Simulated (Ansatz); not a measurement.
# BiTe: the cost of one run

Program: Ansatz 0.2.0. Level of theory: DFT PBE, scalar-relativistic, plane waves, PAW. These are calculated values, not measurements.

3 further runs of the same task are left out: 1 that didn't finish, 2 set aside as unsound or not needed.

### 1 The system as given

The structure is cubic, space group Fm-3m (No. 225). Conventional cell: a = 6.502 Å, b = 6.502 Å, c = 6.502 Å, α = 90.00°, β = 90.00°, γ = 90.00°. Around Bi (site symmetry m-3m) lie 6 Te at 3.25 Å. Te (site symmetry m-3m) has 6 Bi at 3.25 Å as nearest neighbours.

As a file:

```
Bi Te
1.0
     0.00000    3.25119    3.25119
     3.25119    0.00000    3.25119
     3.25119    3.25119    0.00000
Bi Te
1 1
Cartesian
  0.0000 0.0000 0.0000
  3.2512 3.2512 3.2512
```

This cell was relaxed beforehand with the same method: volume 34.37 Å³/atom, gap on the mesh none (metal).

### 2 Bands, states and charges

Contents of input.yaml:

```yaml
crystal:
  lattice:
    - [0.0, 3.2511941628, 3.2511941628]
    - [3.2511941628, 0.0, 3.2511941628]
    - [3.2511941628, 3.2511941628, 0.0]
  atoms:
    - { symbol: Bi, position: [0.0, 0.0, 0.0] }
    - { symbol: Te, position: [0.5, 0.5, 0.5] }
basis:
  ecutwfc: 420
kpoints:
  mp_grid: { grid: [12, 12, 12] }
  band_path:
    path:
      - [[0.0, 0.0, 0.0], [0.5, 0.0, 0.5], [0.625, 0.25, 0.625]]
      - [[0.375, 0.375, 0.75], [0.0, 0.0, 0.0], [0.5, 0.5, 0.5], [0.5, 0.25, 0.75], [0.5, 0.0, 0.5]]
    npoints: 14
hamiltonian:
  xc: pbe
scf:
  occupations: { method: gaussian, width: 0.1 }
  n_extra_bands: 6
output:
  forces: true
  stress: true
  eigenvalues: true
  populations: true
  dos: { projected: true, de: 0.02, nscf_kmesh: { grid: [18, 18, 18] } }
  bader: true
```

Run with:

```bash
$ ansatz run input.yaml --threads 1 --pin off --max-ram 2560MiB --backend cpu --events-out ev --progress --plain --runs-dir out
```

Q: Estimate wall time and peak memory on 1 thread of an x86-64 CPU, shared host.

About 13 s, with a peak of 0.52 GiB.
